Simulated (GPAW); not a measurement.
Set up this calculation in GPAW 26.7.0, as an ASE script.

```yaml
Task: single point
Functional: PBEsol
Potentials_or_basis: PAW data sets generated in the run's folder for this functional
Cutoff: 600 eV
Basis: pw
k_mesh: 10 × 10 × 6
Occupations: fermi-dirac, width 0.05 eV
Spin: no spin polarisation
Maxiter: 150
```

Crystal: Ag.

```
CELL_PARAMETERS angstrom
2.93000 0.00000 0.00000
-1.46500 2.53745 0.00000
0.00000 0.00000 4.79000
ATOMIC_POSITIONS crystal
Ag 0.68483 0.35008 0.74689
Ag 0.33791 0.67266 0.25057
```

This isn't the form of Ag at room conditions, which is fcc.

The cell isn't the ideal one: atoms moved at random, drawn with an rms of 0.05 Å.

One way to write it, as run:

run.py

```python
from ase import Atoms
from ase.dft.bandgap import bandgap
from ase.io import write
from ase.units import GPa
from gpaw import GPAW, PW, setup_paths

setup_paths.insert(0, '.')

atoms = Atoms(['Ag', 'Ag'],
              cell=[[2.93, 0.0, 0.0],
                    [-1.465, 2.5374544331, 0.0],
                    [0.0, 0.0, 4.79]],
              scaled_positions=[[0.684827, 0.350078, 0.746889],
                                [0.337913, 0.672665, 0.250568]],
              pbc=True)

calc = GPAW(mode=PW(600),
            xc='PBEsol',
            kpts={'size': (10, 10, 6), 'gamma': True},
            occupations={'name': 'fermi-dirac', 'width': 0.05},
            nbands=31,
            convergence={'density': 1e-05, 'energy': 1e-05},
            maxiter=150,
            txt='gpaw.txt')
atoms.calc = calc
energy = atoms.get_potential_energy()
forces = atoms.get_forces()
stress = atoms.get_stress()
calc.write('gs.gpw')
write('result.traj', atoms)
print(f'Energy: {energy:.6f} eV')
print('Forces (eV/A):')
print(forces.round(4))
print('Stress (GPa):', (stress / GPa).round(3))
print('Fermi level:', round(calc.get_fermi_level(), 4), 'eV')
print(f'Gap: {bandgap(calc)[0]:.4f} eV, direct: {bandgap(calc, direct=True)[0]:.4f} eV')
```

Potentials or basis: PAW data sets generated in the run's folder for this functional, pw.

Launch:

```console
$ gpaw-setup -f PBEsol Ag
$ OMP_NUM_THREADS=1 python run.py
```

It gave:

- Pressure: -6.0 GPa
- Largest force: 0.083 eV/Å
- Band gap on the k mesh: none (metal or under the smearing width)

It took 3.1 min on 1 thread of Arm Neoverse V2, on a shared host, peak memory 0.37 GiB.
